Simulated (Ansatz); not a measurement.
# GaN: a prediction, then the measurements

The calculation used DFT PBE, scalar-relativistic, plane waves, PAW in Ansatz.

Cutoff 420 eV; k points 12×12×6 on the computed 4-atom cell (Γ-centred); Gaussian smearing, width 0.02 eV; no spin polarisation.

Relaxed structure:

```xyz
4
Lattice="3.2184 0.0000 0.0000 -1.6092 2.7872 0.0000 0.0000 0.0000 5.2431" Properties=species:S:1:pos:R:3 pbc="T T T"
Ga    0.0000    1.8582    5.2385
Ga    1.6092    0.9291    2.6170
N     0.0000    1.8582    1.9707
N     1.6092    0.9291    4.5923
```

| Property | Result |
| --- | --- |
| Space group | P6_3mc (No. 186) |
| Volume per atom | 11.76 Å³ |
| Formation energy from the elements' standard states (uncorrected) | -0.443 eV/atom |
| Kohn–Sham band gap | 1.71 eV |
| Orbital (Löwdin) character of the top 1 eV of the valence band | N 2p 87 %, Ga 4p 8 % |
| Orbital (Löwdin) character of the lowest 1 eV of the conduction band | N 2s 37 %, Ga 4s 36 %, N 2p 19 %, Ga 4p 9 % |
| Bader charge by site (e) | Ga (2 in the cell) 1.55, N (2 in the cell) -1.55 |

**Against measurements.**

Measured lattice constant a of GaN: 3.189 Å (300 K; a printed reference work (textbook)). This calculation gives 3.218 Å (+0.9 %). A measured lattice constant c of GaN is 5.186 Å (300 K; a printed reference work (textbook)); the calculated 5.243 Å exceeds it by 1.1 %. The calculation is for 0 K without zero-point motion. Against the measured band gap of GaN, 3.39 eV (300 K; a printed reference work (data compilation)), the calculated 1.71 eV is off by -1.68 eV. Kohn–Sham gaps of semilocal functionals fall short of measured ones as a rule.

It was relaxed from a cell as deposited in COD. Löwdin shares on free-atom orbitals overweight diffuse shells in the empty bands.
